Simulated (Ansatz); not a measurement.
# BN: a normal mode against strain

A grid of calculations on BN (P6_3mc, No. 186; 4 atoms in the cell), to see where the energy is lowest and how it rises around there.

Program: Ansatz 0.2.0. Level of theory: DFT PBE, scalar-relativistic, plane waves, PAW. These are calculated values, not measurements.

11 further runs of the same task are left out: 11 set aside as unsound or not needed.

## 1. The system as given

Symmetry: P6_3mc, No. 186, hexagonal system. Conventional cell: a = 2.555 Å, b = 2.555 Å, c = 4.225 Å, α = 90.00°, β = 90.00°, γ = 120.00°. B (site symmetry 3m) has 4 N at 1.57 to 1.58 Å as nearest neighbours. N (site symmetry 3m) is surrounded by 4 B at 1.57 to 1.58 Å.

Structure file:

```
B N
1.0
     2.55462    0.00000    0.00000
    -1.27731    2.21237    0.00000
     0.00000    0.00000    4.22455
B N
2 2
Direct
  0.66667 0.33333 0.99981
  0.33333 0.66667 0.49981
  0.66667 0.33333 0.62519
  0.33333 0.66667 0.12519
```

It goes back to an entry of the Materials Project, which need not be the stable form.

It is the result of an earlier relaxation at this level (volume 5.97 Å³/atom; gap on the mesh: 5.23 eV).

## 2. Setting up the map

The energy is mapped over a normal mode and a strain (zone-centre modes of the cell shown) (x along [1 0 0], y along [1 2 0], z along [0 0 1] of the conventional cell).

- amplitude of mode 4 (472 cm⁻¹), largest displacement in the unstrained cell: 11 values from −0.125 to 0.125 Å
- strain +e along z and -e/2 along x and y: 7 values from −7.00 to 7.00 %

Nothing else is relaxed (the pattern is fixed in fractional coordinates). Energies count from the relaxed high-symmetry cell. Points are written as (first, second).

The modes come from a phonon run on the reference cell, made beforehand.

The patterns, per unit of each coordinate (Å):

| atom | x1 | y1 | z1 |
| --- | --- | --- | --- |
| B1 | 0.934 | 0.000 | 0.000 |
| B2 | -0.934 | 0.000 | 0.000 |
| N3 | -1.000 | 0.000 | 0.000 |
| N4 | 1.000 | 0.000 | 0.000 |

Of the runs on the grid, 8 are shown in the steps below; the others differ only in the two coordinates.

## 3. The run at (−0.075 Å, −2.33 %)

File input.yaml:

```yaml
crystal:
  lattice:
    - [2.5843827521, 0.0, 0.0]
    - [-1.2921913761, 2.2381411164, 0.0]
    - [0.0, 0.0, 4.1261174576]
  atoms:
    - { symbol: B, position: [0.6392416907, 0.3333333333, 0.9998064453] }
    - { symbol: B, position: [0.3607583093, 0.6666666667, 0.4998064453] }
    - { symbol: "N", position: [0.6960252243, 0.3333333333, 0.6251935547] }
    - { symbol: "N", position: [0.3039747757, 0.6666666667, 0.1251935547] }
basis:
  ecutwfc: 520.0
kpoints:
  mp_grid: { grid: [12, 12, 6] }
hamiltonian:
  xc: pbe
scf:
  occupations: { method: gaussian, width: 0.05 }
output:
  forces: true
  stress: true
  eigenvalues: true
```

Command:

```bash
> ansatz run input.yaml --threads 1 --pin off --max-ram 2048MiB --backend cpu --events-out ev --progress --plain --runs-dir out
```

Log, shortened:

```text
Warning: RAYON_NUM_THREADS=1 ignored (pool sized by the plan → 1); use --threads N
[...]
Pseudopotentials: kind: paw
Pseudopotential: B, paw, valence charge 3, recommended cutoff 420 eV (normal), B.paw.azcp
Pseudopotential: N, paw, valence charge 5, recommended cutoff 420 eV (normal), N.paw.azcp
Functional definition: PBE
[...]
Crystal: 4 atoms, lattice volume = 23.866 Å³
Basis set: ecut = 520 eV, 627 PW (Γ), exchange–correlation on 40×40×64 points (8 copies of the dense FFT grid, shifted against one another)
Bands: 12, of which v1, the nominal top of the filled ones, is band 8 counted from 1 (7 counted from 0)
Symmetry: 2 space group operations
Space group: P21 (ITA 4), of the structure as read, at distance tolerance 2.9e-5 Å
k-points: 296 of 864 (time reversal used)
[...]
SCF iter   1: F=—  HF=-1084.326286 eV  |F-HF|=—  |Δ(HF+E_count)|=         —  Δρ=3.00e-3  dr2=9.81e-4  ethr=1.77e-3  ⟨swp⟩=5.6  Hψ=19278  notcnv=0
[...]
SCF iter   6: F=-1084.326721 eV  HF=-1084.326721 eV  |F-HF|=1.79e-10  |Δ(HF+E_count)|=   4.98e-9  Δρ=1.03e-6  dr2=9.56e-11  ethr=5.71e-11  ⟨swp⟩=1.8  Hψ=10951  notcnv=0
[...]
SCF converged after 6 iterations
Free energy (F): -1084.326721 eV
[...]
E sigma→0 (E₀):  -1084.326721 eV
Fermi energy:    13.828807 eV
[...]
--- Forces (eV/Å), atoms counted from 1 ---
  atom   1  B      0.62935788    -0.02790378     0.06817973
  atom   2  B     -0.62935788     0.02790378     0.06817973
  atom   3  N     -0.87072819    -0.03367352    -0.06817794
  atom   4  N      0.87072819     0.03367352    -0.06817794
[...]
--- Stress (GPa, compression-positive) ---
      -11.771508       2.810151       0.000000
        2.810180     -10.042426       0.000000
        0.000000       0.000000      23.553943
  P = ⅓ Tr σ = 0.5800 GPa (5.800 kbar)
--- Band table (eV; the first three rows and the last of 296) ---
  k-point 0: bands = ["-9.1158", "-4.6874", "0.4522", "8.7319", "8.9218", "10.9735", "11.0497", "11.2367", "18.8416", "19.3095", "20.2322", "20.7236"]
[...]
```

Wall time 8.9 s (1 thread of Intel Xeon Platinum 8259CL at 2.50GHz (Skylake/Cascade Lake), shared host); peak memory 0.47 GiB.

That is 0.17 eV from the zero.

## 4. Grid point (−0.075 Å, 7.00 %)

Changes to input.yaml since step 3:

```diff
@@ -2,5 +2,5 @@
   lattice:
-    - [2.5843827521, 0.0, 0.0]
-    - [-1.2921913761, 2.2381411164, 0.0]
-    - [0.0, 0.0, 4.1261174576]
+    - [2.4652096632, 0.0, 0.0]
+    - [-1.2326048316, 2.134934194, 0.0]
+    - [0.0, 0.0, 4.5202679222]
   atoms:
```

Command:

```bash
> ansatz run input.yaml --threads 1 --pin off --max-ram 2048MiB --backend cpu --events-out ev --progress --plain --runs-dir out
```

Log, shortened:

```text
[...]
SCF converged after 6 iterations
Free energy (F): -1083.917893 eV
[...]
E sigma→0 (E₀):  -1083.917893 eV
Fermi energy:    13.767552 eV
[...]
--- Forces (eV/Å), atoms counted from 1 ---
  atom   1  B      0.53468168    -0.01653912     0.42424357
  atom   2  B     -0.53468168     0.01653912     0.42424357
  atom   3  N     -0.79505680    -0.02183907    -0.42424352
  atom   4  N      0.79505680     0.02183907    -0.42424352
[...]
--- Stress (GPa, compression-positive) ---
       35.915039       1.977633       0.000000
        1.977639      37.276793      -0.000000
        0.000000      -0.000000     -54.558471
  P = ⅓ Tr σ = 6.2111 GPa (62.111 kbar)
--- Band table (eV; the first three rows and the last of 296) ---
  k-point 0: bands = ["-9.1428", "-5.9002", "0.2237", "9.9069", "10.0600", "10.5203", "11.3126", "11.4161", "16.5732", "20.5003", "20.7662", "22.7287"]
[...]
```

Wall time 9 s (1 thread of Intel Xeon Platinum 8259CL at 2.50GHz (Skylake/Cascade Lake), shared host); peak memory 0.48 GiB.

On the map this point reads 0.58 eV.

## 5. Point (−0.075 Å, −7.00 %)

Changes to input.yaml since step 4:

```diff
@@ -2,5 +2,5 @@
   lattice:
-    - [2.4652096632, 0.0, 0.0]
-    - [-1.2326048316, 2.134934194, 0.0]
-    - [0.0, 0.0, 4.5202679222]
+    - [2.6440331621, 0.0, 0.0]
+    - [-1.3220165811, 2.2897998868, 0.0]
+    - [0.0, 0.0, 3.9288309978]
   atoms:
```

Command:

```bash
> ansatz run input.yaml --threads 1 --pin off --max-ram 2048MiB --backend cpu --events-out ev --progress --plain --runs-dir out
```

Log, shortened:

```text
[...]
SCF converged after 6 iterations
Free energy (F): -1083.822266 eV
[...]
E sigma→0 (E₀):  -1083.822266 eV
Fermi energy:    14.030862 eV
[...]
--- Forces (eV/Å), atoms counted from 1 ---
  atom   1  B      0.61624671    -0.03700891     0.61673121
  atom   2  B     -0.61624671     0.03700891     0.61673121
  atom   3  N     -0.83301929    -0.04405234    -0.61672443
  atom   4  N      0.83301929     0.04405234    -0.61672443
[...]
--- Stress (GPa, compression-positive) ---
      -29.702953       3.374582       0.000000
        3.374602     -27.875313      -0.000000
        0.000000      -0.000000      79.108034
  P = ⅓ Tr σ = 7.1766 GPa (71.766 kbar)
--- Band table (eV; the first three rows and the last of 296) ---
  k-point 0: bands = ["-9.1316", "-4.0640", "0.7117", "8.1931", "8.3996", "10.9698", "11.0549", "11.3608", "17.9934", "18.5824", "19.3621", "20.4059"]
[...]
```

Wall time 9.2 s (1 thread of Intel Xeon Platinum 8259CL at 2.50GHz (Skylake/Cascade Lake), shared host); peak memory 0.47 GiB.

Energy on the map's scale: 0.67 eV.

## 6. The run at (−0.075 Å, 0.00 %)

Changes to input.yaml since step 5:

```diff
@@ -2,5 +2,5 @@
   lattice:
-    - [2.6440331621, 0.0, 0.0]
-    - [-1.3220165811, 2.2897998868, 0.0]
-    - [0.0, 0.0, 3.9288309978]
+    - [2.5546214127, 0.0, 0.0]
+    - [-1.2773107064, 2.2123670404, 0.0]
+    - [0.0, 0.0, 4.22454946]
   atoms:
@@ -22 +22,5 @@
   eigenvalues: true
+  write_density: true
+  write_potential: true
+  elf: true
+  volumetric_format: npy
```

Command:

```bash
> ansatz run input.yaml --threads 1 --pin off --max-ram 2048MiB --backend cpu --events-out ev --progress --plain --runs-dir out
```

Log:

```text
Warning: RAYON_NUM_THREADS=1 ignored (pool sized by the plan → 1); use --threads N
Engine: ansatz 0.2.0, x86_64-unknown-linux-gnu
[... 4 set-up lines as earlier in the session ...]
  parameter kappa = 0.804
  parameter beta = 0.06672455060314922
  exchange = pbe_x(kappa = kappa, mu = beta*pi^2/3)
  correlation = pbe_c(beta = beta)
Crystal: 4 atoms, lattice volume = 23.876 Å³
Basis set: ecut = 520 eV, 651 PW (Γ), exchange–correlation on 40×40×64 points (8 copies of the dense FFT grid, shifted against one another)
Bands: 12, of which v1, the nominal top of the filled ones, is band 8 counted from 1 (7 counted from 0)
[... 2 set-up lines as earlier in the session ...]
k-points: 296 of 864 (time reversal used)
Non-local potential: B, projectors of the file, l = 0: 2, l = 1: 2, l = 2: 1
Non-local potential: N, projectors of the file, l = 0: 2, l = 1: 2, l = 2: 1
PAW form: soft (Blöchl's): semilocal exchange-correlation on the pseudo side does not see the compensation charge
PAW one-centre angular grid: B, 110 points (default); XC on 64 Gauss nodes
PAW one-centre angular grid: N, 110 points (default); XC on 64 Gauss nodes
Initial density: superposition of atomic densities (neutral atoms: chi_scale 0, normalization atom), corrected by the library's trained network
Initial wavefunctions: pseudopotential atomic-orbital guess
Functional: x = pbe(κ = 0.804, μ = 0.2195149727645171), c = pbe(β = 0.06672455060314922)
SCF iter   1: F=—  HF=-1084.387641 eV  |F-HF|=—  |Δ(HF+E_count)|=         —  Δρ=3.04e-3  dr2=1.04e-3  ethr=1.77e-3  ⟨swp⟩=5.6  Hψ=19286  notcnv=0
preconditioner: auto → none  [insulator: Δε(μ)=5.073 eV  Ē_g=17.459 eV  σ=0.050 eV  W_gap=1.00  n_scr=2 (ndim 8)  ℏωp=30.4 eV  f_vac=0.000  D(μ)=0.00/eV (n_scr^D=0)  ε∞_Penn≈4.0]
SCF iter   2: F=—  HF=-1084.387899 eV  |F-HF|=—  |Δ(HF+E_count)|=   2.58e-4  Δρ=1.18e-3  dr2=1.25e-4  ethr=6.51e-6  ⟨swp⟩=2.2  Hψ=8202  notcnv=0
SCF iter   3: F=—  HF=-1084.388015 eV  |F-HF|=—  |Δ(HF+E_count)|=   1.16e-4  Δρ=5.84e-4  dr2=2.01e-5  ethr=7.82e-7  ⟨swp⟩=2.9  Hψ=6301  notcnv=0
SCF iter   4: F=—  HF=-1084.388112 eV  |F-HF|=—  |Δ(HF+E_count)|=   9.64e-5  Δρ=7.17e-5  dr2=4.12e-7  ethr=1.26e-7  ⟨swp⟩=2.0  Hψ=5634  notcnv=0
iter 5 did not close the SCF: its close was put off for the readings that it lacked (scf_convergence_deferred on its scf_iter line)
SCF iter   5: F=-1084.388113 eV  HF=-1084.388113 eV  |F-HF|=5.45e-9  |Δ(HF+E_count)|=   9.15e-7  Δρ=8.85e-6  dr2=8.09e-9  ethr=2.57e-9  ⟨swp⟩=2.0  Hψ=5914  notcnv=0
SCF iter   6: F=-1084.388113 eV  HF=-1084.388113 eV  |F-HF|=2.06e-10  |Δ(HF+E_count)|=   8.20e-9  Δρ=1.06e-6  dr2=8.98e-11  ethr=5.06e-11  ⟨swp⟩=5.1  Hψ=18982  notcnv=0
SCF 1 converged in 6 iterations: F = -1084.388113 eV  dr2 = 8.98e-11
SCF converged after 6 iterations
Free energy (F): -1084.388113 eV
Harris-Foulkes:  -1084.388113 eV  (|F-HF|=2.06e-10)
Internal energy: -1084.388113 eV  (E = F + TS)
E sigma→0 (E₀):  -1084.388113 eV
Fermi energy:    13.770899 eV
--- Per-component energies (eV) ---
  E_band       = 51.303591
  E_kinetic    = 369.709294
  E_local      = -353.653537  (includes V_loc(G=0)·N_el)
  E_nonlocal   = 113.289780
  E_hartree    = 99.376437
  E_xc         = -186.535134
  E_vxc        = -231.995282  (∫ρ·V_xc dr)
  E_paw        = -412.827845  (= ΣΔE_a)
  E_vpaw       = -44.799562  (= ΣTr[D̂ρ^β])
  E_aug_tail   = 0.000018  (compensation charges beyond the density's cutoff)
  E_ewald      = -713.747127
  E_smearing   = -0.000000  (= −TS)
  E_closure    = -0.000000  (closes the sum)
  Σ components = -1084.388113   (vs F -1084.388113, Δ=0.00e0)
--- Forces (eV/Å), atoms counted from 1 ---
  atom   1  B      0.61594901    -0.02430089     0.00873143
  atom   2  B     -0.61594901     0.02430089     0.00873143
  atom   3  N     -0.86570034    -0.02982374    -0.00873051
  atom   4  N      0.86570034     0.02982374    -0.00873051
  max |Σ_I F_I| component: 1.82e-6 eV/Å
--- Stress (GPa, compression-positive) ---
       -1.315779       2.576020       0.000000
        2.576044       0.333865      -0.000000
        0.000000      -0.000000       0.436643
  P = ⅓ Tr σ = -0.1818 GPa (-1.818 kbar)
--- Band table (eV; the first three rows and the last of 296) ---
  k-point 0: bands = ["-9.1150", "-4.9992", "0.3670", "9.0105", "9.1913", "10.9757", "11.0143", "11.2274", "19.2463", "19.6619", "19.6887", "20.8159"]
  k-point 1: bands = ["-8.9497", "-5.5573", "1.2179", "9.1271", "9.2926", "10.0822", "10.8709", "11.0375", "19.4685", "19.8092", "20.0687", "20.8167"]
  k-point 2: bands = ["-8.4599", "-6.6382", "3.1555", "7.9811", "9.4777", "9.5999", "10.4974", "10.5620", "20.0080", "20.2605", "20.4411", "20.8627"]
  k-point 295: bands = ["-4.3393", "-4.3393", "1.3316", "1.3316", "7.3299", "7.3299", "7.6593", "7.6593", "17.5841", "17.5841", "21.3519", "21.3519"]
```

It took 12 s on 1 thread of Intel Xeon Platinum 8259CL at 2.50GHz (Skylake/Cascade Lake), shared host; peak memory 0.46 GiB.

Density in a lattice plane of the grid's cell (edges 2.55 and 4.22 Å, at 0.333 of the third edge), which holds B and N.

Ten even steps from '0' (0.15 e/Å³) to '9' (3.63 e/Å³):
```
00000111101111
00000011111110
00000001222210
00000011233311
00000012456531
10000124689753
21000135899974
21001136899974
21101135788763
11001122444432
00000011122111
00000000000000
00000000000000
00000000000000
00100000000000
11111000000000
12221111000111
22222111111111
11111111101111
11111111000111
```
Columns run along the first of these edges and rows up along the second, over one cell in 14 and 20 even steps from the bottom left corner. Atoms in the plane (fractional): B at (0.64, 1.00), N at (0.70, 0.63).

ELF in the same plane.

Ten even steps from ' ' (0.01) to '@' (0.91):
```
========++++--..      ..--==
::....::::----======++====--
..      ..::==##%%@@@@%%**--
--..    ..--**%%@@@@@@@@%%++
++::..  ::==**%%@@@@@@%%%%##
##==::..--++######++++**##%%
%%**--::==**%%##++::..--##%%
%%##==--++##%%%%++::..--##@@
%%##====++%%@@%%##++==**%%@@
##++----++##%%%%%%######%%%%
++--::::--++**######********
::::::::::::--------------::
..::----::::........      ..
::======--::..            ..
==++++++==--::....  ....::--
********++++==--::::::--==++
##########**++==--::--==**##
%%######%%##**==::..::++##%%
%%######%%%%**--..    --##%%
##****######++::      ..++##
```
Columns run along the first of these edges and rows up along the second, over one cell in 14 and 20 even steps from the bottom left corner. Atoms in the plane (fractional): B at (0.64, 1.00), N at (0.70, 0.63).

Both are smooth fields of the valence electrons: close to the nuclei they are not physical.

Maxima of ELF outside the ion cores: 0.93 on the B–N line, 0.7 Å from B.

That is 0.11 eV from the zero.

(Part 1 of 2 ends here.)
